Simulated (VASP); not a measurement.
A run of VASP 6.6.1 is set up as follows.

Contents of POSCAR:

```
CdO
1.0
    0.0000000000      2.3476500000      2.3476500000
    2.3476500000      0.0000000000      2.3476500000
    2.3476500000      2.3476500000      0.0000000000
Cd O
1 1
Direct
    0.0000000000      0.0000000000      0.0000000000
    0.5000000000      0.5000000000      0.5000000000
```

Contents of INCAR.step1:

```
  ALGO = Normal
  EDIFF = 1E-5
  ENCUT = 520
  GGA = PE
  ISIF = 2
  ISMEAR = 0
  LASPH = T
  LCHARG = F
  LREAL = F
  LWAVE = T
  NELM = 100
  PREC = Accurate
  SIGMA = 0.02
```

Contents of INCAR.step2:

```
  ALGO = Normal
  EDIFF = 1E-7
  ENCUT = 520
  GGA = PE
  HFSCREEN = 0.2
  ISIF = 2
  ISMEAR = 0
  ISTART = 1
  LASPH = T
  LCHARG = F
  LHFCALC = T
  LREAL = F
  LWAVE = F
  NELM = 100
  PREC = Accurate
  PRECFOCK = Fast
  SIGMA = 0.02
```

File KPOINTS:

```
k-points
0
Gamma
  4 4 4
```

Potentials or basis: VASP PAW PBE potentials, release 64 (Cd, O).

Command:

```sh
$ cat potpaw_PBE.64/Cd/POTCAR potpaw_PBE.64/O/POTCAR > POTCAR
$ cp INCAR.step1 INCAR
$ mpirun -np 1 vasp_std > vasp.out
$ cp INCAR.step2 INCAR
$ mpirun -np 1 vasp_std > vasp.out
```

Task: Predict the pressure.

Result: 2.6 GPa.

Task: What does it give for the band gap on the k mesh?

Result: 0.94 eV, indirect (least direct gap 2.30 eV).

Caveat: the k mesh is coarse (spacing up to 0.58 Å⁻¹), so the values aren't converged, least of all with exact exchange; the PAW data sets were made with another functional, which shifts forces and pressure a little. A k mesh can miss the band edges.
